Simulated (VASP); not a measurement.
Crystal: GaP.

```
Ga P
1.0
     0.00000    2.72525    2.72525
     2.72525    0.00000    2.72525
     2.72525    2.72525    0.00000
Ga P
1 1
Direct
  0.00000 0.00000 0.00000
  0.75000 0.75000 0.75000
```

| Quantity | Value |
| --- | --- |
| Program | VASP 6.6.1 |
| Task | relaxation of cell and atoms |
| Functional | revPBE |
| Potentials or basis | VASP PAW PBE potentials, release 64 (Ga_d, P) |
| Cutoff | 600 eV |
| k mesh | 8 × 8 × 8 |
| Occupations | fermi-dirac, width 0.05 eV |
| Spin | no spin polarisation |

At the start: pressure 3.9 GPa; volume 20.24 Å³/atom.

Problem. Where does the relaxation end?

Solution. Over 3 steps the energy falls by 11.8 meV/atom and the volume is 21.25 Å³/atom (+5.0 %); space group F-43m (No. 216, to 0.05 Å).

The path:
| step | energy change (eV) | largest force (eV/Å) | pressure (GPa) | volume (Å³) |
| --- | --- | --- | --- | --- |
| 1 | 0.0000 | 0.0000 | 3.94 | 40.48 |
| 2 | -0.0190 | 0.0000 | -1.53 | 43.46 |
| 3 | -0.0237 | 0.0000 | 0.00 | 42.50 |

Final structure:
```
Ga P
1.0
     0.00000    2.76983    2.76983
     2.76983    0.00000    2.76983
     2.76983    2.76983    0.00000
Ga P
1 1
Direct
  0.00000 0.00000 0.00000
  0.75000 0.75000 0.75000
```

Caveat: the PAW data sets were made with another functional, which shifts forces and pressure a little.
